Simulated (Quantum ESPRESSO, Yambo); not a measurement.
# SiC (Moissanite): a self-consistent loop beyond G0W0, cycle by cycle, part 2 of 2

How far does self-consistency move the gap of SiC (Moissanite)?

Quantum ESPRESSO 7.5 and Yambo 5.3.0; PBE and many-body steps on it, plane waves. Known limits of the many-body steps: not at the basis limit; coarse k mesh.

So far. Step 4 (G0W0): The gap on the mesh goes from 2.28 eV to 3.00 eV, a correction of +0.72 eV. Step 5 (evGW0, cycle 1): Against G0W0 in Yambo (3×3×4 mesh, 180 bands, screening to 210.9 eV, Godby-Needs plasmon pole), the gap moves by +0.082 eV.

### 6. evGW0, cycle 2

Level of this step: evGW0 on PBE, plane waves, norm-conserving pseudopotentials (Yambo).

The corrected levels of the last cycle go back in.

gw3.in reads:

```
HF_and_locXC
gw0
dyson
ppa
em1d
rim_cut
RandQpts= 1000000
RandGvec= 1 RL
EXXRLvcs= 74 Ry
VXCRLvcs= 296 Ry
Chimod= "HARTREE"
% BndsRnXp
 1 | 180 |
%
NGsBlkXp= 15.5 Ry
% LongDrXp
 1 | 1 | 1 |
%
% GbndRnge
 1 | 180 |
%
DysSolver= "n"
ExtendOut
PPAPntXp= 27.21138 eV
% QPkrange
 1 | 10 | 1 | 14 |
%
GfnQPdb= "E < ./gw2_fix/ndb.QP"
```

On the command line:

```
OMP_NUM_THREADS=1 mpirun -n 4 yambo -F gw3.in -J gw3,gw1_W -C gw3 > gw3.log
```

The log of the run:

```text
 Yambo, version 5.3.0

 [02] CORE Variables Setup
 =========================

  [... cell, symmetries and grids as in the set-up ...]

  [02.05] Energies & Occupations
  ==============================

  [X] === General ===
  [X] Electronic Temperature                        :  0.000000  0.000000 [eV K]
  [X] Bosonic    Temperature                        :  0.000000  0.000000 [eV K]
  [X] Finite Temperature mode                       : no
  [X] El. density                                   :  0.38681E+24 [cm-3]
[...]
Sx RL components                                 :  3009

   QP @ state[ 1 ] K range                          :   1  10
   QP @ state[ 1 ] b range                          :   1  14
   GF energies kind                                 : Perdew, Burke & Ernzerhof(X)+Perdew, Burke & Ernzerhof(C)+ E < ./gw1/ndb.QP + @E Fit+ E < ./gw2_fix/
   GF WF`s kind                                     : Perdew, Burke & Ernzerhof(X)+Perdew, Burke & Ernzerhof(C)
   Xs energies kind                                 : Perdew, Burke & Ernzerhof(X)+Perdew, Burke & Ernzerhof(C)
   Xs WF`s kind                                     : Perdew, Burke & Ernzerhof(X)+Perdew, Burke & Ernzerhof(C)

 [13] Game Over & Game summary
```

The job ended after 14 min (4 MPI ranks of Arm Neoverse V1, shared host; peak memory 1.5 GiB; 57 min of CPU time).

This step gave:

```
quasiparticle gap on the mesh                         : 3.091 eV
gap of the density functional on the mesh             : 2.283 eV
k of the valence top                                  : 0, 0, 0
k of the conduction bottom                            : 0.3333, 0.3333, 0
least direct quasiparticle gap on the computed points : 5.361 eV
```

Against the cycle before, the gap moves by +0.010 eV.

The program's own table gives 3.221 eV, which is too large where the input levels are shifted: this version takes Σc at the unshifted level E₀, yet steps from the shifted one. The value above is the Newton step from E₀, E₀ + Z(Σc + Σx − Vxc), rebuilt from the printed columns.

### 7. evGW, cycle 1

This step: evGW on PBE, plane waves, norm-conserving pseudopotentials.

gw4.in, as its differences from gw3.in of step 6:

```diff
@@ -27,2 +27,3 @@
 %
-GfnQPdb= "E < ./gw2_fix/ndb.QP"
+GfnQPdb= "E < ./gw1/ndb.QP"
+XfnQPdb= "E < ./gw1/ndb.QP"
```

On the command line:

```
OMP_NUM_THREADS=1 mpirun -n 4 yambo -F gw4.in -J gw4 -C gw4 > gw4.log
```

The log of the run:

```text
 Yambo, version 5.3.0

 [02] CORE Variables Setup
 =========================

  [... cell, symmetries and grids as in the set-up ...]

  [02.05] Energies & Occupations
  ==============================

  [X] === General ===
  [X] Electronic Temperature                        :  0.000000  0.000000 [eV K]
  [X] Bosonic    Temperature                        :  0.000000  0.000000 [eV K]
  [X] Finite Temperature mode                       : no
  [X] El. density                                   :  0.38681E+24 [cm-3]
[...]
Sx RL components                                 :  3009

   QP @ state[ 1 ] K range                          :   1  10
   QP @ state[ 1 ] b range                          :   1  14
   GF energies kind                                 : Perdew, Burke & Ernzerhof(X)+Perdew, Burke & Ernzerhof(C)+ E < ./gw1/ndb.QP + @E Fit
   GF WF`s kind                                     : Perdew, Burke & Ernzerhof(X)+Perdew, Burke & Ernzerhof(C)
   Xs energies kind                                 : Perdew, Burke & Ernzerhof(X)+Perdew, Burke & Ernzerhof(C)
   Xs WF`s kind                                     : Perdew, Burke & Ernzerhof(X)+Perdew, Burke & Ernzerhof(C)

 [15] Game Over & Game summary
```

It took 15 min on 4 MPI ranks; peak memory 1.6 GiB; 60 min of CPU time.

Numbers from this step:

```yaml
quasiparticle_gap_on_the_mesh: 3.223 eV
gap_of_the_density_functional_on_the_mesh: 2.283 eV
k_of_the_valence_top: 0, 0, 0
k_of_the_conduction_bottom: 0.3333, 0.3333, 0
least_direct_quasiparticle_gap_on_the_computed_points: 5.503 eV
```

Against G0W0 in Yambo (3×3×4 mesh, 180 bands, screening to 210.9 eV, Godby-Needs plasmon pole), the gap moves by +0.224 eV.

The program's own table gives 3.333 eV, which is too large where the input levels are shifted: this version takes Σc at the unshifted level E₀, yet steps from the shifted one. The value above is the Newton step from E₀, E₀ + Z(Σc + Σx − Vxc), rebuilt from the printed columns.

### 8. evGW, cycle 2

gw5.in, as its differences from gw4.in of step 7:

```diff
@@ -27,3 +27,3 @@
 %
-GfnQPdb= "E < ./gw1/ndb.QP"
-XfnQPdb= "E < ./gw1/ndb.QP"
+GfnQPdb= "E < ./gw4_fix/ndb.QP"
+XfnQPdb= "E < ./gw4_fix/ndb.QP"
```

On the command line:

```
OMP_NUM_THREADS=1 mpirun -n 4 yambo -F gw5.in -J gw5 -C gw5 > gw5.log
```

The log of the run:

```text
 Yambo, version 5.3.0

 [02] CORE Variables Setup
 =========================

  [... cell, symmetries and grids as in the set-up ...]

  [02.05] Energies & Occupations
  ==============================

  [X] === General ===
  [X] Electronic Temperature                        :  0.000000  0.000000 [eV K]
  [X] Bosonic    Temperature                        :  0.000000  0.000000 [eV K]
  [X] Finite Temperature mode                       : no
  [X] El. density                                   :  0.38681E+24 [cm-3]
[...]
Sx RL components                                 :  3009

   QP @ state[ 1 ] K range                          :   1  10
   QP @ state[ 1 ] b range                          :   1  14
   GF energies kind                                 : Perdew, Burke & Ernzerhof(X)+Perdew, Burke & Ernzerhof(C)+ E < ./gw1/ndb.QP + @E Fit+ E < ./gw4_fix/
   GF WF`s kind                                     : Perdew, Burke & Ernzerhof(X)+Perdew, Burke & Ernzerhof(C)
   Xs energies kind                                 : Perdew, Burke & Ernzerhof(X)+Perdew, Burke & Ernzerhof(C)
   Xs WF`s kind                                     : Perdew, Burke & Ernzerhof(X)+Perdew, Burke & Ernzerhof(C)

 [15] Game Over & Game summary
```

Elapsed: 15 min, on 4 MPI ranks; peak memory 1.6 GiB.

This step gave:

```
quasiparticle gap on the mesh                         : 3.289 eV
gap of the density functional on the mesh             : 2.283 eV
k of the valence top                                  : 0, 0, 0
k of the conduction bottom                            : 0.3333, 0.3333, 0
least direct quasiparticle gap on the computed points : 5.584 eV
```

Against the cycle before, the gap moves by +0.066 eV.

The program's own table gives 3.429 eV, which is too large where the input levels are shifted: this version takes Σc at the unshifted level E₀, yet steps from the shifted one. The value above is the Newton step from E₀, E₀ + Z(Σc + Σx − Vxc), rebuilt from the printed columns.

### 9. evGW, cycle 3

gw6.in, as its differences from gw5.in of step 8:

```diff
@@ -27,3 +27,3 @@
 %
-GfnQPdb= "E < ./gw4_fix/ndb.QP"
-XfnQPdb= "E < ./gw4_fix/ndb.QP"
+GfnQPdb= "E < ./gw5_fix/ndb.QP"
+XfnQPdb= "E < ./gw5_fix/ndb.QP"
```

On the command line:

```
OMP_NUM_THREADS=1 mpirun -n 4 yambo -F gw6.in -J gw6 -C gw6 > gw6.log
```

The log of the run:

```text
 Yambo, version 5.3.0

 [02] CORE Variables Setup
 =========================

  [... cell, symmetries and grids as in the set-up ...]

  [02.05] Energies & Occupations
  ==============================

  [X] === General ===
  [X] Electronic Temperature                        :  0.000000  0.000000 [eV K]
  [X] Bosonic    Temperature                        :  0.000000  0.000000 [eV K]
  [X] Finite Temperature mode                       : no
  [X] El. density                                   :  0.38681E+24 [cm-3]
[...]
Sx RL components                                 :  3009

   QP @ state[ 1 ] K range                          :   1  10
   QP @ state[ 1 ] b range                          :   1  14
   GF energies kind                                 : Perdew, Burke & Ernzerhof(X)+Perdew, Burke & Ernzerhof(C)+ E < ./gw1/ndb.QP + @E Fit+ E < ./gw4_fix/
   GF WF`s kind                                     : Perdew, Burke & Ernzerhof(X)+Perdew, Burke & Ernzerhof(C)
   Xs energies kind                                 : Perdew, Burke & Ernzerhof(X)+Perdew, Burke & Ernzerhof(C)
   Xs WF`s kind                                     : Perdew, Burke & Ernzerhof(X)+Perdew, Burke & Ernzerhof(C)

 [15] Game Over & Game summary
```

Elapsed: 15 min, on 4 MPI ranks; peak memory 1.6 GiB.

This step gave:

- quasiparticle gap on the mesh: 3.309 eV
- gap of the density functional on the mesh: 2.283 eV
- k of the valence top: 0, 0, 0
- k of the conduction bottom: 0.3333, 0.3333, 0
- least direct quasiparticle gap on the computed points: 5.609 eV

Against the cycle before, the gap moves by +0.020 eV.

The program's own table gives 3.457 eV, which is too large where the input levels are shifted: this version takes Σc at the unshifted level E₀, yet steps from the shifted one. The value above is the Newton step from E₀, E₀ + Z(Σc + Σx − Vxc), rebuilt from the printed columns.

### 10. evGW, cycle 4

gw7.in, as its differences from gw6.in of step 9:

```diff
@@ -27,3 +27,3 @@
 %
-GfnQPdb= "E < ./gw5_fix/ndb.QP"
-XfnQPdb= "E < ./gw5_fix/ndb.QP"
+GfnQPdb= "E < ./gw6_fix/ndb.QP"
+XfnQPdb= "E < ./gw6_fix/ndb.QP"
```

On the command line:

```
OMP_NUM_THREADS=1 mpirun -n 4 yambo -F gw7.in -J gw7 -C gw7 > gw7.log
```

The log of the run:

```text
 Yambo, version 5.3.0

 [02] CORE Variables Setup
 =========================

  [... cell, symmetries and grids as in the set-up ...]

  [02.05] Energies & Occupations
  ==============================

  [X] === General ===
  [X] Electronic Temperature                        :  0.000000  0.000000 [eV K]
  [X] Bosonic    Temperature                        :  0.000000  0.000000 [eV K]
  [X] Finite Temperature mode                       : no
  [X] El. density                                   :  0.38681E+24 [cm-3]
[...]
Sx RL components                                 :  3009

   QP @ state[ 1 ] K range                          :   1  10
   QP @ state[ 1 ] b range                          :   1  14
   GF energies kind                                 : Perdew, Burke & Ernzerhof(X)+Perdew, Burke & Ernzerhof(C)+ E < ./gw1/ndb.QP + @E Fit+ E < ./gw4_fix/
   GF WF`s kind                                     : Perdew, Burke & Ernzerhof(X)+Perdew, Burke & Ernzerhof(C)
   Xs energies kind                                 : Perdew, Burke & Ernzerhof(X)+Perdew, Burke & Ernzerhof(C)
   Xs WF`s kind                                     : Perdew, Burke & Ernzerhof(X)+Perdew, Burke & Ernzerhof(C)

 [15] Game Over & Game summary
```

Run time: 15 min. Hardware: 4 MPI ranks; peak memory 1.6 GiB.

Numbers from this step:

| Item | Value |
| --- | --- |
| quasiparticle gap on the mesh | 3.314 eV |
| gap of the density functional on the mesh | 2.283 eV |
| k of the valence top | 0, 0, 0 |
| k of the conduction bottom | 0.3333, 0.3333, 0 |
| least direct quasiparticle gap on the computed points | 5.616 eV |

Against the cycle before, the gap moves by +0.006 eV.

The program's own table gives 3.465 eV, which is too large where the input levels are shifted: this version takes Σc at the unshifted level E₀, yet steps from the shifted one. The value above is the Newton step from E₀, E₀ + Z(Σc + Σx − Vxc), rebuilt from the printed columns.

### 11. Side by side

Times are wall times on 4 MPI ranks of Arm Neoverse V1, shared host, good to a factor of about two.

```tsv
run	mesh	bands	screening cutoff (eV)	DFT gap (eV)	gap on the mesh (eV)	direct (eV)	time
G0W0	3×3×4	180	210.9	2.283	2.999	5.225	15 min
evGW0, cycle 1	3×3×4	180	210.9	2.283	3.081	5.345	14 min
evGW0, cycle 2	3×3×4	180	210.9	2.283	3.091	5.361	14 min
evGW, cycle 1	3×3×4	180	210.9	2.283	3.223	5.503	15 min
evGW, cycle 2	3×3×4	180	210.9	2.283	3.289	5.584	15 min
evGW, cycle 3	3×3×4	180	210.9	2.283	3.309	5.609	15 min
evGW, cycle 4	3×3×4	180	210.9	2.283	3.314	5.616	15 min
```

### 12. Summary of results

* G0W0: 2.999 eV
* evGW0, cycle 1: 3.081 eV
* evGW0, cycle 2: 3.091 eV
* evGW, cycle 1: 3.223 eV
* evGW, cycle 2: 3.289 eV
* evGW, cycle 3: 3.309 eV
* evGW, cycle 4: 3.314 eV
* known limits: not at the basis limit; coarse k mesh

**Reading.** evGW0 ends at 3.09 eV, +0.09 eV from G0W0, after 2 cycles that took 28 min beside the first screening; the last moved the gap by 0.010 eV. evGW ends at 3.31 eV, +0.31 eV from G0W0, after 4 cycles that took 60 min beside the first screening; the last moved the gap by 0.006 eV. Against experiment, by evGW, cycle 4: the gap of 3.31 eV lies −0.02 eV from the measured 3.33 eV (kind not stated, quoted 2020). These are gaps on the mesh, at modest bands and cutoff. The calculation has static nuclei and no excitons; a measured gap holds zero-point and thermal motion, which mostly lowers it. Bands and cutoff are finite, so the gap is not at the basis limit. The miss can reach some tenths of an eV and take either sign; the mesh is an error of its own. The 3×3×4 mesh is coarse for this cell, which bears on the long-range parts of exchange and screening.

[Paths, hosts, dates, memory and timing lines, banners, echoed tables and standing remarks are left out of the program output.]

[Logs are printed without paths, hosts, clocks, repeated set-up lines and the standing remarks that a program may print on its own settings, such as how far it seeks lower states.]

[Runs of the session that timed out or met a known fault of the program may be left out.]

[Hosts, paths, dates, database ids (printed as entryN), source tags and the programs' standing remarks are cut or masked in the printed files.]
